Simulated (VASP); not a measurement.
VASP 6.6.1 run: TiS$_{2}$

INCAR

```
PREC = Low
NBANDS = 19
LCHARG = .FALSE.
LREAL = .FALSE.
GGA = RE
NELM = 120
EDIFF = 1E-7
LASPH = .TRUE.
ISMEAR = -1
IBRION = -1
NSW = 0
ENCUT = 520
LWAVE = .FALSE.
SIGMA = 0.02
ISIF = 2
```

KPOINTS

```
KPOINTS created by Atomic Simulation Environment
0
Gamma
12 12 4
0 0 0
```

POSCAR

```
Ti S
 1.0000000000000000
     3.2226295366105808    0.0000000000000000    0.0000000000000000
    -1.6113147683052904    2.7908790456908368    0.0000000000000000
     0.0000000000000000    0.0000000000000000    5.4238229475999997
 Ti  S
   1   2
Cartesian
 -0.0000000000000000 -0.0000000000000000 -0.0000000000000000
  0.0000000000000001  1.8605860304605577  1.4592552265498651
  1.6113147683052904  0.9302930152302789  3.9645677210501353
```

The recommended PBE PAW datasets give the neutral cell 24 valence electrons.

Command

```
mpirun -np 1 vasp_std
```

OSZICAR

```
N       E                     dE             d eps       ncg     rms          rms(c)
DAV:   1     0.214875822210E+03    0.21488E+03   -0.11878E+04  2622   0.131E+03
DAV:   2    -0.913846122623E+00   -0.21579E+03   -0.20825E+03  2730   0.349E+02
DAV:   3    -0.208349818567E+02   -0.19921E+02   -0.19338E+02  3712   0.999E+01
DAV:   4    -0.215815349063E+02   -0.74655E+00   -0.74424E+00  3447   0.179E+01
DAV:   5    -0.216058013045E+02   -0.24266E-01   -0.24256E-01  3751   0.306E+00    0.165E+01
DAV:   6    -0.195410837627E+02    0.20647E+01   -0.26059E+01  3083   0.428E+01    0.106E+01
DAV:   7    -0.187493166610E+02    0.79177E+00   -0.12969E+01  3207   0.266E+01    0.677E+00
DAV:   8    -0.186142693724E+02    0.13505E+00   -0.23281E+00  3180   0.124E+01    0.247E+00
DAV:   9    -0.185697757052E+02    0.44494E-01   -0.41530E-01  3271   0.522E+00    0.753E-01
DAV:  10    -0.185709695996E+02   -0.11939E-02   -0.16908E-02  2993   0.102E+00    0.327E-01
DAV:  11    -0.185713074120E+02   -0.33781E-03   -0.22546E-03  3370   0.311E-01    0.230E-01
DAV:  12    -0.185707760319E+02    0.53138E-03   -0.14919E-03  3490   0.283E-01    0.859E-02
DAV:  13    -0.185707860485E+02   -0.10017E-04   -0.22888E-04  2997   0.115E-01    0.312E-02
DAV:  14    -0.185707783722E+02    0.76763E-05   -0.26423E-05  3522   0.325E-02    0.179E-02
DAV:  15    -0.185707790523E+02   -0.68012E-06   -0.25003E-06  3154   0.998E-03    0.218E-03
DAV:  16    -0.185707797897E+02   -0.73734E-06   -0.70828E-07  2922   0.586E-03    0.500E-03
DAV:  17    -0.185707796728E+02    0.11683E-06   -0.34523E-08  1920   0.152E-03    0.220E-03
DAV:  18    -0.185707796055E+02    0.67355E-07   -0.28290E-08  1731   0.147E-03
   1 F= -.18570780E+02 E0= -.18570202E+02  d E =-.115453E-02
```

From OUTCAR

```
k-points           NKPTS =     69   k-points in BZ     NKDIM =     69   number of bands    NBANDS=     19

   NELECT =      24.0000    total number of electrons

   dimension x,y,z NGX =    18 NGY =   18 NGZ =   30
   dimension x,y,z NGXF=    18 NGYF=   18 NGZF=   30

  energy-cutoff  :      520.00
  volume of cell :       48.78
      direct lattice vectors                 reciprocal lattice vectors
     3.222629537  0.000000000  0.000000000     0.310305603  0.179155023  0.000000000
    -1.611314768  2.790879046  0.000000000     0.000000000  0.358310046  0.000000000
     0.000000000  0.000000000  5.423822948     0.000000000  0.000000000  0.184371800

 k-points in reciprocal lattice and weights: KPOINTS created by Atomic Simulation Env
   0.00000000  0.00000000  0.00000000       0.002
   0.08333333 -0.00000000  0.00000000       0.010
   0.16666667  0.00000000  0.00000000       0.010
   0.25000000  0.00000000  0.00000000       0.010
   0.33333333  0.00000000  0.00000000       0.010
   0.41666667 -0.00000000  0.00000000       0.010
   0.50000000  0.00000000  0.00000000       0.005
   0.08333333  0.08333333  0.00000000       0.010
   ...

 E-fermi :   7.4153

 k-point     1 :       0.0000    0.0000    0.0000
  band No.  band energies     occupation
      1     -49.8881      2.00000
      2     -26.1095      2.00000
      3     -26.0174      2.00000
      4     -26.0170      2.00000
      5      -7.1660      2.00000
      6      -4.9765      2.00000
      7       1.1280      2.00000
      8       4.8260      2.00000
      9       4.8260      2.00000
     10       7.6806      0.00000
     11       7.9264      0.00000
     12       7.9265      0.00000
     13       8.1695      0.00000
     14       8.1944      0.00000
     15       8.1945      0.00000
     16      11.0910      0.00000
     17      11.0910      0.00000
     18      13.8585      0.00000
     19      15.7225      0.00000

 k-point     2 :       0.0833   -0.0000    0.0000
  band No.  band energies     occupation
      1     -49.8863      2.00000
      2     -26.1062      2.00000
      3     -26.0332      2.00000
      4     -26.0209      2.00000
      5      -7.0637      2.00000
      6      -4.9493      2.00000
      7       1.2497      2.00000
      8       4.6166      2.00000
      9       4.8551      2.00000
     10       7.0294      2.00000
     11       7.3890      1.57685
     12       7.6206      0.00007
     13       8.1382      0.00000
     14       8.6243      0.00000
     15       8.6683      0.00000
     16      10.9940      0.00000
     17      11.0893      0.00000
     18      14.4167      0.00000
     19      16.0986      0.00000

 k-point     3 :       0.1667    0.0000    0.0000
  band No.  band energies     occupation
      1     -49.8816      2.00000
      2     -26.0971      2.00000
      3     -26.0766      2.00000
      4     -26.0306      2.00000
      5      -6.7678      2.00000
      6      -4.8749      2.00000
      7       1.6011      2.00000
      8       4.1412      2.00000
      9       4.9207      2.00000
     10       5.6826      2.00000
     11       6.7907      2.00000
     12       7.2296      1.99981
     13       8.0103      0.00000
     14       8.9630      0.00000
     15       9.0618      0.00000
     16      11.1228      0.00000
     17      11.1718      0.00000
     18      15.2799      0.00000
     19      16.7336      0.00000

 ...

  Total        5.0330121      5.0330121      3.5185946      0.0000000      0.0000000      0.0000000
  in kB      165.3033485    165.3033485    115.5640910      0.0000000      0.0000000      0.0000000
  external PRESSURE =     148.7235960 kB  Pullay stress =       0.0000000 kB

 POSITION                                       TOTAL-FORCE (eV/Angst)
 -----------------------------------------------------------------------------------
      0.00000      0.00000      0.00000        -0.000000      0.000000      0.000000
      0.00000      1.86059      1.45926         0.000000     -0.000000      0.286664
      1.61131      0.93029      3.96457        -0.000000      0.000000     -0.286664
 -----------------------------------------------------------------------------------
    total drift:                               -0.000000      0.000000     -0.000000

  FREE ENERGIE OF THE ION-ELECTRON SYSTEM (eV)
  ---------------------------------------------------
  free  energy   TOTEN  =       -18.5707796055 eV

  energy  without entropy=      -18.5696250718  energy(sigma->0) =      -18.57020234
```

It converged. Results: gap between bands v and c on the k mesh -0.84 eV (bands overlap: a metal); least direct gap on the k mesh 0.24 eV; pressure 14.9 GPa; largest force 0.29 eV/Å. Band v is the last that the valence electrons fill when counted band by band, and c is the next.

For comparison, a separate PBE run of the intended cell, on usual settings and not on those above, gives a gap of -0.86 eV on its mesh and a pressure of 12.5 GPa.

The run above took about 30 s on one core of a shared host (Intel Xeon Platinum 8488C) and held 0.15 GiB at most.
